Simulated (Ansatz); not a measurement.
Here is an Ansatz 0.2.0 calculation.

input.yaml

```yaml
crystal:
  lattice:
    - [5.556395, 0.0, 0.0]
    - [0.0, 3.333597, 0.0]
    - [0.0, 0.0, 6.504995]
  atoms:
    - { symbol: Hf, position: [0.748682, 0.75, 0.607871] }
    - { symbol: Hf, position: [0.251318, 0.25, 0.392129] }
    - { symbol: Hf, position: [0.248682, 0.75, 0.892129] }
    - { symbol: Hf, position: [0.751318, 0.25, 0.107871] }
    - { symbol: O, position: [0.639499, 0.25, 0.4234] }
    - { symbol: O, position: [0.360501, 0.75, 0.5766] }
    - { symbol: O, position: [0.139499, 0.25, 0.0766] }
    - { symbol: O, position: [0.860501, 0.75, 0.9234] }
    - { symbol: O, position: [0.520794, 0.25, 0.841453] }
    - { symbol: O, position: [0.479206, 0.75, 0.158547] }
    - { symbol: O, position: [0.020794, 0.25, 0.658547] }
    - { symbol: O, position: [0.979206, 0.75, 0.341453] }
hamiltonian:
  xc: pbe
  pseudopotentials: { kind: paw }
kpoints:
  mp_grid: { grid: [5, 8, 4] }
scf:
  occupations: { method: gaussian, width: 0.011 }
output:
  forces: true
  stress: true
  eigenvalues: true
```

Potentials or basis: Ansatz PAW.

Launch:

```console
$ ansatz run input.yaml --threads 4 --pin off --max-ram 11264MiB --backend cpu --events-out ev --progress --plain --runs-dir out
```

Question: Predict the largest force.

Answer: 0.061 eV/Å.

Question: Estimate the pressure.

Answer: 3.3 GPa.

Question: Estimate the band gap on the k mesh.

Answer: 3.46 eV, direct.

Forces on the atoms (eV/Å):
```
Hf   0.005  0.000  0.060
Hf  -0.005  0.000 -0.060
Hf   0.005  0.000 -0.060
Hf  -0.005  0.000  0.060
O    0.006  0.000 -0.012
O   -0.006  0.000  0.012
O    0.006  0.000  0.012
O   -0.006  0.000 -0.012
O    0.014  0.000 -0.059
O   -0.014  0.000  0.059
O    0.014  0.000  0.059
O   -0.014  0.000 -0.059
```

Caveat: odd divisions of the mesh miss points on the zone boundary, where band edges often lie, so the gap on the mesh can be too wide; the pressure holds a Pulay correction of +0.9 GPa for the finite cutoff; spin-orbit coupling is left out, which moves the levels of the heavy elements. A k mesh can miss the band edges.
